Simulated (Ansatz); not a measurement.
# NbC, space group Fm-3m: a supercell folding check

Computed with Ansatz 0.2.0, Python API.

The script, `fold.py`:
```python
import logging
import sys

import ansatz as az
from tabulate import tabulate

logging.basicConfig(stream=sys.stdout, format="%(levelname)s %(message)s")
log = logging.getLogger("nbc")
log.setLevel(logging.INFO)

lattice = az.Lattice.of(
    (0.0, 2.23455, 2.23455),
    (2.23455, 0.0, 2.23455),
    (2.23455, 2.23455, 0.0),
)
sites = [
    ("Nb", (0.0, 0.0, 0.0)),
    ("C", (0.5, 0.5, 0.5)),
]
xtal = az.Crystal(lattice=lattice)
for symbol, position in sites:
    xtal = xtal.atom(symbol, position)

mesh = (8, 8, 8)
rows = []
for repeats in [(1, 1, 1), (2, 1, 1)]:
    calculation = (
        xtal.supercell(*repeats).calculation()
        .functional("mr2scan")
        .occupations("cold")
        .mixing("anderson")
        .scf(extra_bands=4)
        .kpoints(*(k // n for k, n in zip(mesh, repeats)))
    )
    summary = calculation.run(threads=1).report
    n = len(summary["lattice"]["sites"])
    rows.append((repeats, n, summary["free_energy_ev"] / n, summary["fermi_energy_ev"], summary["n_kpoints"], summary["n_symmetry_ops"]))
print(tabulate(rows, headers=["repeats", "atoms", "F/atom eV", "Fermi level eV", "k-points", "symmetry operations"], floatfmt=".4f", tablefmt="github"))
```

```console
$ python fold.py
DeckWarning: basis.ecutwfc = 500 eV, auto-derived from the records' recommended cutoffs: set by Nb (their level for a meta-GGA)
| repeats   |   atoms |   F/atom eV |   Fermi level eV |   k-points |   symmetry operations |
|-----------|---------|-------------|------------------|------------|-----------------------|
| (1, 1, 1) |       2 |  -2408.2816 |          19.1290 |         29 |                    48 |
| (2, 1, 1) |       4 |  -2408.2816 |          19.1290 |         35 |                    24 |
```
(Warnings from the package without file and line.)

Reading the output:
- The settings weren't tested for convergence.
- The mesh is modest for a metal, so energies can be off by several to tens of meV an atom and pressures by half a GPa or more; differences at equal mesh fare better.
- The starting cell is as deposited in a crystallographic database; the results hold for this polymorph, which needn't be the stable one.
- The count of operations in a supercell holds its pure translations too, and an uneven repeat can lower the point group.
- Timing: 5.6 s on 1 thread of Arm Neoverse V2, on a shared host, peak memory 0.36 GiB.

(Lines on the test bed's own set-up are left out of the output.)
